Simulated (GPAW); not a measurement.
Wanted: an ASE script for a GPAW 26.7.0 run.

- Task: band structure
- Functional: LDA
- Potentials or basis: the program's PAW data sets (release 1.2.1) made for this functional
- Cutoff: 600 eV
- Basis: pw
- k mesh: 9 × 9 × 9
- Occupations: fermi-dirac, width 0.05 eV
- Spin: no spin polarisation
- Maxiter: 150
- Band path: GXMGZPNZ1M,XP
- Band points: 60

The structure of Sn lies in Sn.xyz:

```xyz
2
Lattice="-2.9401404553 2.9401404553 1.5993019889 2.9401404553 -2.9401404553 1.5993019889 2.9401404553 2.9401404553 -1.5993019889" Properties=species:S:1:pos:R:3 pbc="T T T"
Sn     0.0000000000      0.0000000000      0.0000000000
Sn     0.0000000000      2.9401404553      0.7996509944
```

One way to write it, as run:

run.py

```python
from ase.dft.bandgap import bandgap
from ase.io import read, write
from ase.units import GPa
from gpaw import GPAW, PW

atoms = read('Sn.xyz')

calc = GPAW(mode=PW(600),
            xc='LDA',
            kpts={'size': (9, 9, 9), 'gamma': True},
            occupations={'name': 'fermi-dirac', 'width': 0.05},
            nbands=24,
            convergence={'density': 1e-05, 'energy': 1e-05},
            maxiter=150,
            txt='gpaw.txt')
atoms.calc = calc
energy = atoms.get_potential_energy()
forces = atoms.get_forces()
stress = atoms.get_stress()
calc.write('gs.gpw')
write('result.traj', atoms)
print(f'Energy: {energy:.6f} eV')
print('Forces (eV/A):')
print(forces.round(4))
print('Stress (GPa):', (stress / GPa).round(3))
print('Fermi level:', round(calc.get_fermi_level(), 4), 'eV')
print(f'Gap: {bandgap(calc)[0]:.4f} eV, direct: {bandgap(calc, direct=True)[0]:.4f} eV')

path = atoms.cell.bandpath('GXMGZPNZ1M,XP', npoints=60, eps=1e-4)
bs_calc = calc.fixed_density(kpts=path, symmetry='off', nbands=37,
                             convergence={'bands': 'CBM+6.0', 'eigenstates': 1e-6}, txt='bands.txt')
bs = bs_calc.band_structure()
bs.write('bs.json')
print(f'Gap on the path: {bandgap(bs_calc)[0]:.4f} eV')
```

Potentials or basis: the program's PAW data sets (release 1.2.1) made for this functional, pw.

The run is started by

```sh
$ OMP_NUM_THREADS=1 python run.py
```

Results of the run:

```yaml
Pressure: -3.1 GPa
Band_gap_along_the_path: none (metal or under the smearing width)
```

Caveat: spin-orbit coupling is left out, which moves the levels of the heavy elements.

Run time: 120 s on 1 thread of Arm Neoverse V1, on a shared host, peak memory 0.33 GiB.
